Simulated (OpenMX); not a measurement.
**BeTe under changes of volume**

One of the cells (21.254 Å³/atom); the others are scaled copies at fixed shape and fractional positions:

```xyz
2
Lattice="0.0000 2.7700 2.7700 2.7700 0.0000 2.7700 2.7700 2.7700 0.0000" Properties=species:S:1:pos:R:3 pbc="T T T"
Te    4.1550    4.1550    4.1550
Be    0.0000    0.0000    0.0000
```

| Item | Value |
| --- | --- |
| Program | OpenMX 3.8.5 |
| Functional | LDA |
| Potentials or basis | OpenMX 2013 LDA set, Te7.0-s3p2d2f1, Be7.0-s2p2, fixed grid of 42 × 42 × 42 points |
| k mesh | 9 × 9 × 9 |
| Occupations | fermi-dirac, width 0.05 eV |
| Spin | no spin polarisation |

```csv
volume (Å³/atom),energy over the lowest point (meV/atom),gap on the mesh (eV)
19.979,35.37,1.77
20.404,20.10,1.81
20.829,?,?
21.254,2.84,1.90
21.679,0.00,1.94
22.104,0.59,1.97
22.529,4.20,2.01
```

Task: What does the run at 20.829 Å³/atom give?

Result: Energy over the lowest point 9.43 meV/atom; gap on the mesh 1.86 eV.

Worked out: A Birch-Murnaghan fit of order 3 (a polynomial in V^(-2/3)) to the other rows has its minimum at 21.82 Å³/atom with B0 = V·E''(V) = 63 GPa and B' = 4.1. It gives 9.40 meV/atom at 20.829 Å³/atom, against the run's 9.43. A straight line through the other rows of the gap, of slope 2.01 eV per unit of ln V, gives 1.85 eV, against the run's 1.86.

Energies are extrapolated to zero smearing.

Caveats: the basis has few d functions beyond the semicore shells, which can make volumes several per cent too large; spin-orbit coupling is left out, which moves the levels of the heavy elements; an odd mesh through Γ misses points on the zone boundary, where band edges often lie; the basis of atomic orbitals isn't converged, which shifts pressures, moduli and gaps.
